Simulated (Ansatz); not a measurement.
# Fe: the cost of one run

Program: Ansatz 0.2.0. Level of theory: DFT PBE, scalar-relativistic. These are calculated values, not measurements.

## Step 1: Starting point

It takes space group Fmmm (No. 69, orthorhombic). The conventional cell has a = 2.997 Å, b = 3.883 Å, c = 3.930 Å, α = 90.00°, β = 90.00°, γ = 90.00°. Fe (site symmetry mmm) has 12 Fe at 2.45 to 2.76 Å as nearest neighbours.

Structure file:

```cif
data_structure
_symmetry_space_group_name_H-M 'P 1'
_symmetry_Int_Tables_number 1
_cell_length_a 2.7626
_cell_length_b 2.4712
_cell_length_c 2.4527
_cell_angle_alpha 68.257
_cell_angle_beta 56.190
_cell_angle_gamma 55.553
_cell_volume 11.44
loop_
_atom_site_label
_atom_site_type_symbol
_atom_site_fract_x
_atom_site_fract_y
_atom_site_fract_z
_atom_site_occupancy
Fe1 Fe 0.00000 0.00000 0.00000 1
```

Structure from a Materials Project entry, not relaxed further.

## Step 2: Volume × 0.94, LAPW

The input, input.yaml:

```yaml
crystal:
  lattice:
    - [0.0, 1.9021012276, 1.9249897192]
    - [1.4678507246, 0.0, 1.9249897192]
    - [1.4678507246, 1.9021012276, 0.0]
  atoms:
    - { symbol: Fe, position: [0.0, 0.0, 0.0], spin: 3.0 }
magnetization:
  spin_polarized: true
kpoints:
  mp_grid: { grid: [16, 16, 16] }
  band_path:
    path:
      - [0.0, 0.0, 0.0]
      - [0.5, 0.0, 0.5]
      - [0.5, 0.246480624, 0.746480624]
      - [0.5, 0.753519376, 0.253519376]
      - [0.5, 0.5, 0.0]
      - [0.9257107586, 0.5, 0.4257107586]
      - [0.0742892414, 0.5, 0.5742892414]
      - [0.0, 0.5, 0.5]
      - [0.076087883, 0.576087883, 0.5]
    npoints: 5
scf:
  occupations: { method: fermi_dirac, width: 0.05 }
hamiltonian:
  xc: pbe
  pseudopotentials: { kind: all_electron, lapw: { basis_error: 0.0005 } }
output:
  forces: true
  stress: true
  eigenvalues: true
```

On the command line:

```console
$ ansatz run input.yaml --threads 1 --pin off --max-ram 3072MiB --backend cpu --events-out ev --progress --plain --runs-dir out
```

What time and memory should one allow on 1 thread of Arm Neoverse V1, shared host?

About 2.3 min, with a peak of 1 GiB.
